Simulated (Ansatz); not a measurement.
Input for Ansatz (plane-wave DFT), I:

```yaml
crystal:
  lattice:
    - [2.5383465792, -3.7066249365, 0.0]
    - [2.5383465792, 3.7066249365, 0.0]
    - [-1.620874837, 0.0, 2.3810977968]
  atoms:
    - { symbol: I, position: [0.5, 0.5, 0.5] }
basis:
  ecutwfc: 420
kpoints:
  mp_grid: { grid: [2, 2, 4] }
hamiltonian:
  xc: pbe
scf:
  occupations: { method: tetrahedron_uncorrected }
  mixing: { ndim: 2 }
  initial_density: { chi_scale: 0, normalization: atom }
  max_iter: 65
output:
  forces: true
  stress: true
  eigenvalues: true
  dos: {}
```

Command:

```bash
ansatz run input.yaml --threads 1 --pin off --max-ram 1331MiB --backend cpu --events-out ev --progress --plain --runs-dir out
```

Output, shortened (HF is the Harris–Foulkes energy, dr2 the density residual in eV):

```text
band count auto-derived: 15 (N_el = 17.0; filled up to band 9; 13 by the electrons, moments and atoms)
Pseudopotential: I, paw, valence charge 17, recommended cutoff 420 eV (normal)
Crystal: 1 atom, lattice volume = 44.806 Å³
Basis set: ecut = 420 eV, 871 PW (Γ), exchange–correlation on 64×64×40 points (8 copies of the dense FFT grid, shifted against one another)
Bands: 15, of which v1, the nominal top of the filled ones, is band 9 counted from 1 (8 counted from 0)
Symmetry: 4 space group operations
Space group: C2/m (ITA 12), of the structure as read, at distance tolerance 3.6e-5 Å
k-points: 9 of 16
Initial density: superposition of atomic densities
SCF iter   1: HF=-7512.305291 eV  Δρ=1.19e-2  dr2=6.43e-2
SCF iter   2: HF=-7512.291290 eV  Δρ=5.94e-3  dr2=1.65e-2
SCF iter   3: HF=-7512.286812 eV  Δρ=8.85e-4  dr2=4.87e-4
SCF iter   4: HF=-7512.287048 eV  Δρ=3.60e-4  dr2=6.16e-5
SCF iter   5: HF=-7512.287133 eV  Δρ=1.15e-4  dr2=7.29e-6
SCF iter   6: HF=-7512.287147 eV  Δρ=3.36e-5  dr2=5.86e-7
SCF iter   7: HF=-7512.287147 eV  Δρ=1.57e-5  dr2=1.43e-7
SCF iter   8: F=-7512.287148 eV  HF=-7512.287148 eV  Δρ=8.30e-6  dr2=4.45e-8
SCF 1 converged in 8 iterations: F = -7512.287148 eV  dr2 = 4.45e-8
SCF converged after 8 iterations
Free energy (F): -7512.287148 eV
E sigma→0 (E₀):  -7512.287148 eV
Entropy (-TS):   -0.064208 eV (-64.208 meV/atom)
Fermi energy:    4.291798 eV
--- Forces (eV/Å), atoms counted from 1 ---
  atom   1  I      0.00000000     0.00000000    -0.00000000
--- Stress (GPa, compression-positive) ---
        4.888033       0.000000      -6.927341
        0.000000       1.242251       0.000000
       -6.927341       0.000000       9.818487
  P = ⅓ Tr σ = 5.3163 GPa (53.163 kbar)
```

These settings were drawn at random to show what each does; none of the numbers is a converged property of the crystal.